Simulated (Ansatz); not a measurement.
Wanted: the native input for an Ansatz 0.2.0 run.

- Task: relaxation of cell and atoms
- Functional: BLYP
- Potentials or basis: Ansatz PAW
- Cutoff: 420 eV (not typed: the program's choice for these potentials)
- k mesh: 8 × 8 × 7
- Occupations: fermi-dirac, width 0.05 eV
- Spin: collinear spin, ferromagnetic start
- Starting moments: [2.0, 0.0] μB

CoO:

```
Co O
1.0
     2.82845    0.00000    0.00000
    -1.41423    2.44951    0.00000
     0.00000    0.00000    2.72172
Co O
1 1
Direct
  0.00000 0.00000 0.50000
  0.66667 0.33333 0.00000
```

The cell was built by a generator and needn't be a form met in nature.

These files were run (other wordings do the same):

input.yaml

```yaml
crystal:
  lattice:
    - [2.82845, 0.0, 0.0]
    - [-1.41423, 2.44951, 0.0]
    - [0.0, 0.0, 2.72172]
  atoms:
    - { symbol: Co, position: [0.0, 0.0, 0.5], spin: 2.0 }
    - { symbol: O, position: [0.66667, 0.33333, 0.0] }
hamiltonian:
  xc: blyp
  pseudopotentials: { kind: paw }
magnetization:
  spin_polarized: true
kpoints:
  mp_grid: { grid: [8, 8, 7] }
scf:
  occupations: { method: fermi_dirac, width: 0.05 }
output:
  forces: true
  stress: true
  eigenvalues: true
relax:
  f_tol: 0.01
  max_steps: 40
  cell: { stress_tol: 0.05 }
```

Potentials or basis: Ansatz PAW.

Launch:

```console
$ ansatz run input.yaml --threads 2 --pin off --max-ram 5632MiB --backend cpu --events-out ev --progress --plain --runs-dir out
```

It gave:

- Relaxed volume: 9.91 Å³/atom
- Relaxed cell: a = 2.894 Å, b = 2.894 Å, c = 2.732 Å, α = 90.00°, β = 90.00°, γ = 120.00°
- Space group after relaxing (to 0.05 Å): P-6m2 (No. 187)
- Energy gained by relaxing: 12.6 meV/atom
- Ionic steps: 9
- Pressure after relaxing: 0.0 GPa
- Band gap on the k mesh: none (metal or under the smearing width)
- Net moment: 3.00 μB per cell
- Absolute moment: 3.04 μB per cell
- Site moments: Co +2.50; O +0.43 μB

Caveat: the plane-wave basis is chosen anew once the cell has moved, so the energies of steps on either side of that aren't comparable; the pressure holds a Pulay correction of +0.8 GPa for the finite cutoff; a cell with one magnetic atom can't hold antiferromagnetic order, which such compounds often take; semilocal functionals often make such compounds metallic where correlation or magnetic order opens a gap, which also shifts bond lengths; the PAW data sets come from PBE, with cores solved anew for the run's functional, which leaves a small shift of forces and pressure.

It took 19 s on 2 threads of Arm Neoverse V2, on a shared host, peak memory 0.31 GiB.
